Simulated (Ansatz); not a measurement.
# 1T-MgI2 monolayer in a perpendicular field

What dipole does a perpendicular field induce in the 1T-MgI2 monolayer, and does the gap follow? A positive field points along +c.

Program: Ansatz 0.2.0. Level of theory: plane-wave DFT, PBE-D3(BJ), Ansatz PAW (set soft_1); PAW set soft_1. Results are calculated unless marked as measured.

### 1. Starting point

The cell holds 3 atoms: 2 I and 1 Mg. Cell: a = 4.200 Å, b = 4.200 Å, c = 36.192 Å, α = 90.0°, β = 90.0°, γ = 120.0°. Vacuum lies along c.

Structure file:

```cif
data_structure
_symmetry_space_group_name_H-M 'P 1'
_symmetry_Int_Tables_number 1
_cell_length_a 4.2000
_cell_length_b 4.2000
_cell_length_c 36.1921
_cell_angle_alpha 90.000
_cell_angle_beta 90.000
_cell_angle_gamma 120.000
_cell_volume 552.90
loop_
_atom_site_label
_atom_site_type_symbol
_atom_site_fract_x
_atom_site_fract_y
_atom_site_fract_z
_atom_site_occupancy
I1 I 0.66667 0.33333 0.46419 1
Mg2 Mg 0.00000 0.00000 0.50000 1
I3 I 0.33333 0.66667 0.53581 1
```

### 2. Relaxing the slab

The starting cell is a guess, so the in-plane lattice and the atoms are relaxed first, with the slab cut off from its images along the normal.

Contents of input.yaml:

```yaml
crystal:
  lattice:
    - [4.2, 0.0, 0.0]
    - [-2.1, 3.6373066959, 0.0]
    - [0.0, 0.0, 36.1921035849]
  atoms:
    - { symbol: I, position: [0.6666666667, 0.3333333333, 0.4641896529] }
    - { symbol: Mg, position: [0.0, 0.0, 0.5] }
    - { symbol: I, position: [0.3333333333, 0.6666666667, 0.5358103471] }
  periodic: [true, true, false]
kpoints:
  mp_grid: { grid: [12, 12, 1] }
hamiltonian:
  xc: pbe
  dispersion: d3bj
  pseudopotentials: { kind: paw, azcp: { folder: soft_1 } }
scf:
  occupations: { method: fermi_dirac, width: 0.05 }
  convergence: { dr2_threshold: 1.0e-09 }
relax:
  f_tol: 0.004
  max_steps: 90
  cell: {}
output:
  write_potential: true
  write_density: true
  volumetric_format: npy
```

Started as:

```
$ ansatz run input.yaml --threads 2 --pin off --max-ram 3072MiB --backend cpu --events-out ev --progress --plain --runs-dir out
```

Numbers of over 12 decimals in the logs are rounded to 6 here.

What it wrote:

```text
Warning: relax.cell: scf.convergence.dr2_threshold = 1e-9 eV is looser than the 1.89201545488e-10 eV advised for a relaxation that steers and ends on the stress (1e-10 eV for each atom of the cell: 3, times the square of relax.cell.stress_2d_tol = 0.05 N/m over 12.6 Å (the atoms' height at the walk's start and 5 Å past either face), 3.971e-2 GPa, over a crystal's default 0.05). What an SCF threshold leaves in a stress goes as its square root, and in the free energy as the threshold itself, and one threshold admits the most on a small cell: [figures from the program's tests cut] Set scf.convergence.dr2_threshold to 1.89201545488e-10 eV or tighter. [rest of the remark cut]
Engine: ansatz 0.2.0, aarch64-unknown-linux-gnu
Pseudopotentials: kind: paw
Pseudopotential: I, paw, valence charge 17, recommended cutoff 420 eV (normal), soft_1/I.paw.azcp
Pseudopotential: Mg, paw, valence charge 10, recommended cutoff 420 eV (normal), soft_1/Mg.paw.azcp
Functional definition: PBE
  parameter kappa = 0.804
  parameter beta = 0.066725
  exchange = pbe_x(kappa = kappa, mu = beta*pi^2/3)
  correlation = pbe_c(beta = beta)
Crystal: 3 atoms, lattice volume = 552.895 Å³
Basis set: ecut = 420 eV, 10627 PW (Γ), exchange–correlation on 60×60×486 points (8 copies of the dense FFT grid, shifted against one another)
Bands: 27, of which v1, the nominal top of the filled ones, is band 22 counted from 1 (21 counted from 0)
Symmetry: 12 space group operations
Space group: P-3m1 (ITA 164), of the structure as read, at distance tolerance 8.2e-5 Å
k-points: 19 of 144
Non-local potential: I, projectors of the file, l = 0: 2, l = 1: 2, l = 2: 2, l = 3: 1
Non-local potential: Mg, projectors of the file, l = 0: 3, l = 1: 2, l = 2: 1
PAW form: soft (Blöchl's): semilocal exchange-correlation on the pseudo side does not see the compensation charge
PAW one-centre angular grid: I, 590 points (default); XC on 64 Gauss nodes
PAW one-centre angular grid: Mg, 110 points (default); XC on 64 Gauss nodes
Initial density: superposition of atomic densities (neutral atoms: chi_scale 0, normalization atom)
Initial wavefunctions: pseudopotential atomic-orbital guess
Functional: x = pbe(κ = 0.804, μ = 0.219515), c = pbe(β = 0.066725)
iter 1 solved again at ethr=1.11e-3 eV; its pass at ethr=3.10e-3 eV (dr2=4.88e-1 eV) is discarded
SCF iter   1: F=—  HF=-16953.023721 eV  |F-HF|=—  |Δ(HF+E_count)|=         —  Δρ=7.45e-3  dr2=4.86e-1  ethr=1.11e-3  ⟨swp⟩=2.0  Hψ=5333  notcnv=0
preconditioner: auto → Resta (q_TF=auto, 1.789 Å⁻¹)  ε∞=1.3  [insulator: Δε(μ)=3.823 eV  Ē_g=10.717 eV  σ=0.050 eV  W_gap=1.00  n_scr=50 (ndim 8)  ℏωp=6.3 eV  f_vac=0.812  D(μ)=0.00/eV (n_scr^D=0)  ε∞_Penn≈1.3  vacuum switching on, ρ_ref=8.3e-3 e/Å³]
SCF iter   2: F=—  HF=-16952.923975 eV  |F-HF|=—  |Δ(HF+E_count)|=   9.97e-2  Δρ=3.33e-3  dr2=6.09e-2  ethr=1.10e-3  ⟨swp⟩=3.8  Hψ=879  notcnv=0  defer=1
SCF iter   3: F=—  HF=-16952.923875 eV  |F-HF|=—  |Δ(HF+E_count)|=   9.99e-5  Δρ=9.29e-4  dr2=5.46e-3  ethr=1.38e-4  ⟨swp⟩=3.7  Hψ=857  notcnv=0  defer=1
SCF iter   4: F=—  HF=-16952.924612 eV  |F-HF|=—  |Δ(HF+E_count)|=   7.38e-4  Δρ=2.63e-4  dr2=8.56e-4  ethr=1.24e-5  ⟨swp⟩=4.1  Hψ=1242  notcnv=0  defer=1
SCF iter   5: F=—  HF=-16952.924448 eV  |F-HF|=—  |Δ(HF+E_count)|=   1.65e-4  Δρ=9.44e-5  dr2=2.75e-5  ethr=1.94e-6  ⟨swp⟩=4.0  Hψ=1077  notcnv=0  defer=2
SCF iter   6: F=—  HF=-16952.924428 eV  |F-HF|=—  |Δ(HF+E_count)|=   1.98e-5  Δρ=1.57e-5  dr2=8.32e-7  ethr=6.25e-8  ⟨swp⟩=3.0  Hψ=782  notcnv=0  defer=3
SCF iter   7: F=—  HF=-16952.924381 eV  |F-HF|=—  |Δ(HF+E_count)|=   4.64e-5  Δρ=2.45e-6  dr2=2.87e-8  ethr=1.89e-9  ⟨swp⟩=3.1  Hψ=851  notcnv=0  defer=3
SCF iter   8: F=—  HF=-16952.924381 eV  |F-HF|=—  |Δ(HF+E_count)|=   3.67e-8  Δρ=4.24e-7  dr2=1.29e-9  ethr=6.52e-11  ⟨swp⟩=3.9  Hψ=1208  notcnv=0  defer=3
SCF iter   9: F=-16952.924381 eV  HF=-16952.924381 eV  |F-HF|=5.09e-11  |Δ(HF+E_count)|=  6.55e-10  Δρ=5.34e-8  dr2=1.92e-11  ethr=2.27e-12  ⟨swp⟩=11.6  Hψ=3412  notcnv=0
SCF 1 converged in 9 iterations: F = -16952.924381 eV  dr2 = 1.92e-11
  greatest PAW one-centre occupation: 1.000 electrons in one spin orbital (limit 2), on the Mg atom at site 1 (counted from 0), in its partial waves of l = 0
relax step   1: F+E_penalty+E_count = -16952.92438144 eV  Δ(F+E_penalty+E_count) = +0.000e0 eV  max|allowed force component| = 2.347e0 eV/Å  Δτ_max = 0.0000 Å  P = +4.186 N/m  Ω = 552.895 Å³  fix = [c, alpha, beta]  reactions: c +0.000 N/m  (9 SCF iters, accepted)
Crystal: 3 atoms, lattice volume = 556.945 Å³
Basis set: ecut = 420 eV, 10771 PW (Γ), exchange–correlation on 60×60×486 points (8 copies of the dense FFT grid, shifted against one another)
Initial density: handed on by an earlier stage of this run
Initial wavefunctions: those handed on with the density
iter 1 solved again at ethr=1.11e-4 eV; its pass at ethr=3.10e-3 eV (dr2=4.87e-2 eV) is discarded
SCF iter   1: F=—  HF=-16953.575147 eV  |F-HF|=—  |Δ(HF+E_count)|=         —  Δρ=2.43e-3  dr2=4.05e-2  ethr=1.11e-4  ⟨swp⟩=2.7  Hψ=4027  notcnv=0
preconditioner: auto → Resta (q_TF=auto, 1.787 Å⁻¹)  ε∞=1.4  [insulator: Δε(μ)=3.900 eV  Ē_g=10.215 eV  σ=0.050 eV  W_gap=1.00  n_scr=50 (ndim 8)  ℏωp=6.3 eV  f_vac=0.803  D(μ)=0.00/eV (n_scr^D=0)  ε∞_Penn≈1.4  vacuum switching on, ρ_ref=7.6e-3 e/Å³]
SCF iter   2: F=—  HF=-16953.569072 eV  |F-HF|=—  |Δ(HF+E_count)|=   6.08e-3  Δρ=1.12e-3  dr2=6.46e-3  ethr=9.21e-5  ⟨swp⟩=4.3  Hψ=1091  notcnv=0
SCF iter   3: F=—  HF=-16953.568870 eV  |F-HF|=—  |Δ(HF+E_count)|=   2.02e-4  Δρ=5.70e-4  dr2=1.32e-3  ethr=1.47e-5  ⟨swp⟩=3.2  Hψ=876  notcnv=0
SCF iter   4: F=—  HF=-16953.569143 eV  |F-HF|=—  |Δ(HF+E_count)|=   2.73e-4  Δρ=7.16e-5  dr2=2.08e-5  ethr=2.99e-6  ⟨swp⟩=2.5  Hψ=724  notcnv=0
SCF iter   5: F=—  HF=-16953.569128 eV  |F-HF|=—  |Δ(HF+E_count)|=   1.51e-5  Δρ=1.38e-5  dr2=1.54e-6  ethr=4.73e-8  ⟨swp⟩=3.3  Hψ=985  notcnv=0
SCF iter   6: F=—  HF=-16953.569080 eV  |F-HF|=—  |Δ(HF+E_count)|=   4.80e-5  Δρ=4.75e-6  dr2=5.55e-8  ethr=3.51e-9  ⟨swp⟩=3.7  Hψ=1091  notcnv=0
SCF iter   7: F=—  HF=-16953.569080 eV  |F-HF|=—  |Δ(HF+E_count)|=   3.37e-8  Δρ=1.26e-6  dr2=8.73e-9  ethr=1.26e-10  ⟨swp⟩=2.9  Hψ=985  notcnv=0
SCF iter   8: F=-16953.569080 eV  HF=-16953.569080 eV  |F-HF|=3.49e-10  |Δ(HF+E_count)|=   2.82e-9  Δρ=2.41e-7  dr2=2.27e-10  ethr=2.27e-12  ⟨swp⟩=9.5  Hψ=3762  notcnv=0
SCF 2 converged in 8 iterations: F = -16953.569080 eV  dr2 = 2.27e-10
relax step   2: F+E_penalty+E_count = -16953.56908020 eV  Δ(F+E_penalty+E_count) = -6.447e-1 eV  max|allowed force component| = 8.792e-1 eV/Å  Δτ_max = 0.1986 Å  P = +0.763 N/m  Ω = 556.945 Å³  energy of the carried Pulay correction = -5.180e-5 eV  fix = [c, alpha, beta]  reactions: c +0.000 N/m  (8 SCF iters, accepted)
Crystal: 3 atoms, lattice volume = 546.798 Å³
Basis set: ecut = 420 eV, 10531 PW (Γ), exchange–correlation on 60×60×486 points (8 copies of the dense FFT grid, shifted against one another)
iter 1 solved again at ethr=8.06e-5 eV; its pass at ethr=3.10e-3 eV (dr2=3.54e-2 eV) is discarded
SCF iter   1: F=—  HF=-16953.712416 eV  |F-HF|=—  |Δ(HF+E_count)|=         —  Δρ=1.79e-3  dr2=2.13e-2  ethr=8.06e-5  ⟨swp⟩=2.7  Hψ=4005  notcnv=0
preconditioner: auto → Resta (q_TF=auto, 1.793 Å⁻¹)  ε∞=1.4  [insulator: Δε(μ)=3.771 eV  Ē_g=10.053 eV  σ=0.050 eV  W_gap=1.00  n_scr=50 (ndim 8)  ℏωp=6.4 eV  f_vac=0.796  D(μ)=0.00/eV (n_scr^D=0)  ε∞_Penn≈1.4  vacuum switching on, ρ_ref=7.3e-3 e/Å³]
SCF iter   2: F=—  HF=-16953.708899 eV  |F-HF|=—  |Δ(HF+E_count)|=   3.52e-3  Δρ=8.32e-4  dr2=3.92e-3  ethr=4.85e-5  ⟨swp⟩=3.2  Hψ=919  notcnv=0  defer=1
SCF iter   3: F=—  HF=-16953.708588 eV  |F-HF|=—  |Δ(HF+E_count)|=   3.12e-4  Δρ=4.26e-4  dr2=9.60e-4  ethr=8.90e-6  ⟨swp⟩=4.0  Hψ=1071  notcnv=0  defer=1
SCF iter   4: F=—  HF=-16953.708602 eV  |F-HF|=—  |Δ(HF+E_count)|=   1.40e-5  Δρ=7.01e-5  dr2=2.08e-5  ethr=2.18e-6  ⟨swp⟩=2.8  Hψ=770  notcnv=0  defer=1
SCF iter   5: F=—  HF=-16953.708589 eV  |F-HF|=—  |Δ(HF+E_count)|=   1.31e-5  Δρ=1.10e-5  dr2=1.48e-6  ethr=4.73e-8  ⟨swp⟩=3.0  Hψ=861  notcnv=0  defer=1
SCF iter   6: F=—  HF=-16953.708542 eV  |F-HF|=—  |Δ(HF+E_count)|=   4.65e-5  Δρ=3.28e-6  dr2=2.81e-8  ethr=3.36e-9  ⟨swp⟩=3.8  Hψ=1072  notcnv=0  defer=1
SCF iter   7: F=—  HF=-16953.708542 eV  |F-HF|=—  |Δ(HF+E_count)|=   2.09e-8  Δρ=5.24e-7  dr2=3.40e-9  ethr=6.38e-11  ⟨swp⟩=3.0  Hψ=1038  notcnv=0  defer=1
SCF iter   8: F=-16953.708542 eV  HF=-16953.708542 eV  |F-HF|=3.75e-10  |Δ(HF+E_count)|=  9.35e-10  Δρ=1.27e-7  dr2=8.46e-11  ethr=2.27e-12  ⟨swp⟩=11.9  Hψ=3478  notcnv=0
SCF 3 converged in 8 iterations: F = -16953.708542 eV  dr2 = 8.46e-11
relax step   3: F+E_penalty+E_count = -16953.70854203 eV  Δ(F+E_penalty+E_count) = -1.395e-1 eV  max|allowed force component| = 1.564e-1 eV/Å  Δτ_max = 0.1412 Å  P = -0.182 N/m  Ω = 546.798 Å³  energy of the carried Pulay correction = +7.872e-5 eV  fix = [c, alpha, beta]  reactions: c -0.000 N/m  (8 SCF iters, accepted)
[...]
relax step   4: F+E_penalty+E_count = -16953.71690973 eV  Δ(F+E_penalty+E_count) = -8.368e-3 eV  max|allowed force component| = 5.255e-3 eV/Å  Δτ_max = 0.0403 Å  P = -0.201 N/m  Ω = 540.168 Å³  energy of the carried Pulay correction = +1.653e-4 eV  fix = [c, alpha, beta]  reactions: c -0.000 N/m  (7 SCF iters, accepted)
[...]
relax step   5: F+E_penalty+E_count = -16953.71770241 eV  Δ(F+E_penalty+E_count) = -7.927e-4 eV  max|allowed force component| = 2.630e-2 eV/Å  Δτ_max = 0.0000 Å  P = +0.021 N/m  Ω = 535.492 Å³  energy of the carried Pulay correction = +2.270e-4 eV  fix = [c, alpha, beta]  reactions: c +0.000 N/m  (6 SCF iters, accepted)
[...]
relax step   6: F+E_penalty+E_count = -16953.71785043 eV  Δ(F+E_penalty+E_count) = -1.480e-4 eV  max|allowed force component| = 8.146e-5 eV/Å  Δτ_max = 0.0057 Å  P = -0.003 N/m  Ω = 535.075 Å³  energy of the carried Pulay correction = +2.325e-4 eV  fix = [c, alpha, beta]  reactions: c -0.000 N/m  (6 SCF iters, accepted)
Initial wavefunctions: pseudopotential atomic-orbital guess (no wavefunctions were taken with the density)
iter 1 solved again at ethr=9.18e-7 eV; its pass at ethr=3.10e-3 eV (dr2=4.04e-4 eV) is discarded
SCF iter   1: F=—  HF=-16953.717571 eV  |F-HF|=—  |Δ(HF+E_count)|=         —  Δρ=1.08e-5  dr2=1.72e-7  ethr=9.18e-7  ⟨swp⟩=5.3  Hψ=6096  notcnv=0
eigensolver tolerance schedule: the retry pair's looser diagonalisation over-reported the residual by 2343.95 of it (diagonalisation noise at 2.27 of the residual, at the tolerance the schedule requests for it); recorded, not acted on — ethr = c·dr2/N_el stays at c = 1.0e-1
preconditioner: auto → Resta (q_TF=auto, 1.799 Å⁻¹)  ε∞=1.4  [insulator: Δε(μ)=3.639 eV  Ē_g=10.017 eV  σ=0.050 eV  W_gap=1.00  n_scr=50 (ndim 8)  ℏωp=6.4 eV  f_vac=0.794  D(μ)=0.00/eV (n_scr^D=0)  ε∞_Penn≈1.4  vacuum switching on, ρ_ref=7.3e-3 e/Å³]
SCF iter   2: F=—  HF=-16953.717621 eV  |F-HF|=—  |Δ(HF+E_count)|=   5.00e-5  Δρ=4.30e-6  dr2=3.75e-8  ethr=3.91e-10  ⟨swp⟩=4.7  Hψ=1509  notcnv=0
SCF iter   3: F=—  HF=-16953.717622 eV  |F-HF|=—  |Δ(HF+E_count)|=   4.69e-8  Δρ=2.16e-6  dr2=8.91e-9  ethr=8.52e-11  ⟨swp⟩=3.2  Hψ=990  notcnv=0
SCF iter   4: F=-16953.717622 eV  HF=-16953.717622 eV  |F-HF|=1.70e-9  |Δ(HF+E_count)|=   1.60e-8  Δρ=6.57e-7  dr2=4.63e-10  ethr=2.27e-12  ⟨swp⟩=17.1  Hψ=4780  notcnv=0
SCF 7 converged in 4 iterations: F = -16953.717622 eV  dr2 = 4.63e-10
relax step   7: F+E_penalty+E_count = -16953.71762154 eV  Δ(F+E_penalty+E_count) = +2.289e-4 eV  max|allowed force component| = 1.004e-4 eV/Å  Δτ_max = 0.0000 Å  P = -0.003 N/m  Ω = 535.075 Å³  fix = [c, alpha, beta]  reactions: c -0.000 N/m  stress off target by 2.53e-3 N/m on what of the cell is left free  SCF on the basis re-selected at this cell (its energy is not comparable with the rows above)  (4 SCF iters)
basis re-selected at this cell: Δ(F+E_penalty+E_count) = +2.289e-4 eV, ΔP = +0.000 N/m vs the last step (what re-selecting the basis moved, of the pressure what is left beyond the Pulay correction that the steps carried, after the strain that the cell walked since its last selection, with what the two solves' SCF thresholds leave and, on support functions, any second-order correction that the steps lacked; it is no m [...]
SCF converged after 4 iterations
Free energy (F): -16953.717622 eV
Harris-Foulkes:  -16953.717622 eV  (|F-HF|=1.70e-9)
Internal energy: -16953.717622 eV  (E = F + TS)
E sigma→0 (E₀):  -16953.717622 eV
Fermi energy:    -4.504240 eV
--- Per-component energies (eV) ---
  E_band       = -1615.871136
  E_kinetic    = 389.190689
  E_local      = -91838.186902  (includes V_loc(G=0)·N_el)
  E_nonlocal   = 426.895542
  E_hartree    = 45183.786424
  E_xc         = -242.535965
  E_vxc        = -256.559813  (∫ρ·V_xc dr)
  E_paw        = -9870.587993  (= ΣΔE_a)
  E_vpaw       = -704.779591  (= ΣTr[D̂ρ^β])
  E_aug_tail   = -0.005135  (compensation charges beyond the density's cutoff)
  E_ewald      = 38998.430654
  E_disp       = -0.704936  (pairwise vdW)
  E_smearing   = -0.000000  (= −TS)
  E_closure    = -0.000000  (closes the sum)
  Σ components = -16953.717622   (vs F -16953.717622, Δ=0.00e0)
--- Forces (eV/Å), atoms counted from 1 ---
  atom   1  I      0.00000000    -0.00000000    -0.00010042
  atom   2  Mg     0.00000000     0.00000000     0.00000000
  atom   3  I     -0.00000000     0.00000000     0.00010042
  max |Σ_I F_I| component: 4.63e-18 eV/Å
--- 2D stress c σ (N/m, compression-positive) ---
       -0.002532      -0.000000      -0.000000
       -0.000000      -0.002532      -0.000000
       -0.000000      -0.000000      -0.000000
  P = ½ c Tr σ = -0.0025 N/m
--- Band table (eV; the first three rows and the last of 19) ---
  k-point 0: bands = [... 18 lower, -6.6142, -6.6142, -6.3425, -6.3425, -2.2562, -1.3954 (-1.3954°), -0.3953 (-0.3962°), -0.3213, ... 1 higher]
  k-point 1: bands = [... 18 lower, -6.8395, -6.7047, -6.5890, -6.3596, -2.0009, -1.0959 (-1.0959°), -0.3528 (-0.3534°), -0.3502, ... 1 higher]
  k-point 2: bands = [... 18 lower, -7.1513, -6.9396, -6.9093, -6.4354, -1.6032 (-1.6032°), -0.8600 (-0.8600°), -0.2744 (-0.2746°), -0.1564, ... 1 higher]
  k-point 18: bands = [... 18 lower, -8.8186, -8.3311, -7.1632, -7.1632, -1.9235, 0.0564, 0.0564, 1.6945, ... 1 higher]
  ° read free of the cell's end (the report's vacuum.weakly_bound_levels)
--- Relaxed structure (6 steps of the walk, 6 accepted, 1 SCFs on fresh bases) ---
  F+E_penalty+E_count = -16953.71762154 eV   max|allowed force component| = 1.004e-4 eV/Å   (the final SCF, on the basis selected at the relaxed cell)
  cell:  # Å, volume = 535.0746 Å³
    - [4.131759, 0, 0]
    - [-2.065879, 3.578208, 0]
    - [0, 0, 36.1921035849]
  atoms:
    - { symbol: I, position: [0.666667, 0.333333, 0.453529] }
    - { symbol: Mg, position: [0, 0, 0.500000] }
    - { symbol: I, position: [0.333333, 0.666667, 0.546471] }
```

Run time: 46 s. Hardware: 2 threads of Arm Neoverse V2, shared host; peak memory 0.76 GiB; 90 s of CPU time.

The steps of the relaxation:

| step | energy less that of the first step (eV) | largest force component (eV/Å) | volume (Å³) |
| --- | --- | --- | --- |
| 1 | 0.0000 | 2.3466 | 552.90 |
| 2 | -0.6447 | 0.8792 | 556.95 |
| 3 | -0.7842 | 0.1564 | 546.80 |
| 4 | -0.7925 | 0.0053 | 540.17 |
| 5 | -0.7933 | 0.0263 | 535.49 |
| 6 | -0.7935 | 0.0001 | 535.07 |
| 7* | -0.7932 | 0.0001 | 535.07 |

Relaxation steps marked * repeat the geometry before them on a plane-wave basis chosen anew for their cell, so energy and pressure can jump there.

The run keeps the 12 symmetry operations that it works with, so distortions that break them were not tested.

| cell as run | before | after | change |
| --- | --- | --- | --- |
| a (Å) | 4.200 | 4.132 | -1.6 % |
| b (Å) | 4.200 | 4.132 | -1.6 % |

The atoms that moved most (Å, along periodic axes as changes of fractional coordinates times the final cell, across vacuum about the mean position):

| atom | dx | dy | dz | length |
| --- | --- | --- | --- | --- |
| I1 | 0.000 | 0.000 | -0.386 | 0.386 |
| I3 | 0.000 | 0.000 | 0.386 | 0.386 |

The relaxed structure:

```xyz
3
Lattice="4.1318 0.0000 0.0000 -2.0659 3.5782 0.0000 0.0000 0.0000 36.1921" Properties=species:S:1:pos:R:3
I     2.0659    1.1927   16.4142
Mg    0.0000    0.0000   18.0961
I     0.0000    2.3855   19.7779
```

Numbers from this step:

```
gap on the k-mesh : 3.639 eV
```

The lattice constant a goes from 4.200 to 4.132 Å.

(Continued in part 2 of 2.)

[Logs are printed without paths, hosts, clocks, repeated set-up lines and the standing remarks that a program may print on its own settings, such as how far it seeks lower states.]

[Hosts, paths, dates, database ids (printed as entryN), source tags and the programs' standing remarks are cut or masked in the printed files.]

[Maps of the electrostatic potential energy from Ansatz leave out the sawtooth potential of an applied field or a dipole correction, so their vacuum need not be flat; planar profiles and work functions include it.]
